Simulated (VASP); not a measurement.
Write the native input for VASP 6.6.1 that does the following.

```
Task                               : band structure
Functional                         : HSE06
Potentials or basis                : VASP PAW PBE potentials, release 64 (Cd, S)
Cutoff                             : 520 eV
k mesh                             : 6 × 6 × 6
Occupations                        : gaussian, width 0.02 eV
Spin                               : no spin polarisation
Grid for exact exchange (PRECFOCK) : Fast
Screening parameter                : 0.2 1/A
Further INCAR settings             : ALGO = Normal; EDIFF = 1e-06
```

The system is CdS.

```xyz
2
Lattice="0.0000 2.9165 2.9165 2.9165 0.0000 2.9165 2.9165 2.9165 0.0000" Properties=species:S:1:pos:R:3 pbc="T T T"
Cd    0.0000    0.0000    0.0000
S     1.4583    1.4583    1.4583
```

One way to write it, as run:

POSCAR

```
CdS
1.0
    0.0000000000      2.9165000000      2.9165000000
    2.9165000000      0.0000000000      2.9165000000
    2.9165000000      2.9165000000      0.0000000000
Cd S
1 1
Direct
    0.0000000000      0.0000000000      0.0000000000
    0.2500000000      0.2500000000      0.2500000000
```

INCAR.step1

```
SYSTEM = CdS
PREC = Accurate
ENCUT = 520
EDIFF = 1E-5
ISMEAR = 0
SIGMA = 0.02
LREAL = .False.
LASPH = .True.
NELM = 60
ALGO = Normal
ISIF = 2
LWAVE = .True.
LCHARG = .False.
GGA = PE
```

INCAR.step2

```
SYSTEM = CdS
PREC = Accurate
ENCUT = 520
EDIFF = 1E-6
ISMEAR = 0
SIGMA = 0.02
LREAL = .False.
LASPH = .True.
NELM = 60
ALGO = Normal
ISIF = 2
LWAVE = .False.
LCHARG = .False.
GGA = PE
LHFCALC = .True.
HFSCREEN = 0.2
PRECFOCK = Fast
ISTART = 1
```

KPOINTS

```
Automatic mesh
0
Gamma
  6 6 6
  0 0 0
```

KPOINTS_OPT

```
path GXWKGLUWLK,UX
8
line-mode
reciprocal
 0.0000000000  0.0000000000  0.0000000000  G
 0.5000000000  0.0000000000  0.5000000000  X

 0.5000000000  0.0000000000  0.5000000000  X
 0.5000000000  0.2500000000  0.7500000000  W

 0.5000000000  0.2500000000  0.7500000000  W
 0.3750000000  0.3750000000  0.7500000000  K

 0.3750000000  0.3750000000  0.7500000000  K
 0.0000000000  0.0000000000  0.0000000000  G

 0.0000000000  0.0000000000  0.0000000000  G
 0.5000000000  0.5000000000  0.5000000000  L

 0.5000000000  0.5000000000  0.5000000000  L
 0.6250000000  0.2500000000  0.6250000000  U

 0.6250000000  0.2500000000  0.6250000000  U
 0.5000000000  0.2500000000  0.7500000000  W

 0.5000000000  0.2500000000  0.7500000000  W
 0.5000000000  0.5000000000  0.5000000000  L

 0.5000000000  0.5000000000  0.5000000000  L
 0.3750000000  0.3750000000  0.7500000000  K

 0.6250000000  0.2500000000  0.6250000000  U
 0.5000000000  0.0000000000  0.5000000000  X
```

Potentials or basis: VASP PAW PBE potentials, release 64 (Cd, S).

Launch:

```bash
$ cat potpaw_PBE.64/Cd/POTCAR potpaw_PBE.64/S/POTCAR > POTCAR
$ cp INCAR.step1 INCAR
$ mpirun -np 1 vasp_std > vasp.out
$ cp INCAR.step2 INCAR
$ mpirun -np 1 vasp_std > vasp.out
```

It gave:

| Quantity | Value |
| --- | --- |
| Pressure | 2.0 GPa |
| Band gap on the k mesh | 2.19 eV, direct |
| Band gap along the path | 2.19 eV, direct |

Caveat: the PAW data sets were made with another functional, which shifts forces and pressure a little.

Wall time 59 min on 1 thread of AMD EPYC 9R14 (Zen 4), on a shared host, peak memory 0.32 GiB.
